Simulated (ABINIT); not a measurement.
Crystal: NiO.

```
CELL_PARAMETERS angstrom
0.00000 2.08590 2.08590
2.08590 0.00000 2.08590
2.08590 2.08590 0.00000
ATOMIC_POSITIONS crystal
Ni 0.00000 0.00000 0.00000
O 0.50000 0.50000 0.50000
```

Program: ABINIT 10.8.3 (patched build). Alike in all runs: spin collinear, ferromagnetic start; cell as given; cutoff (eV) 1333; smearing fermi-dirac 0.05 eV.

**Question.** Order these runs on this cell by their pressure, lowest first.
A. level PW91; potentials or basis JTH PAW PBE v2.0; k mesh 9 × 9 × 9; fine-grid cutoff 2000.04 eV
B. level PBEsol; potentials or basis PseudoDojo NC SR PBEsol v0.4.1 standard; k mesh 11 × 11 × 11
C. level revPBE; potentials or basis JTH PAW PBE v2.0; k mesh 9 × 9 × 9; fine-grid cutoff 2000.04 eV

**Answer.** B (-6.9 GPa), A (-2.7 GPa), C (2.5 GPa).

Caveats: small starting moments can end in a higher magnetic state in this program (some runs); the PAW data sets were made with another functional, which shifts forces and pressure a little (some runs); a cell with one magnetic atom can't hold antiferromagnetic order, which such compounds often take (some runs).

Runs at the PBE level aren't shown here.
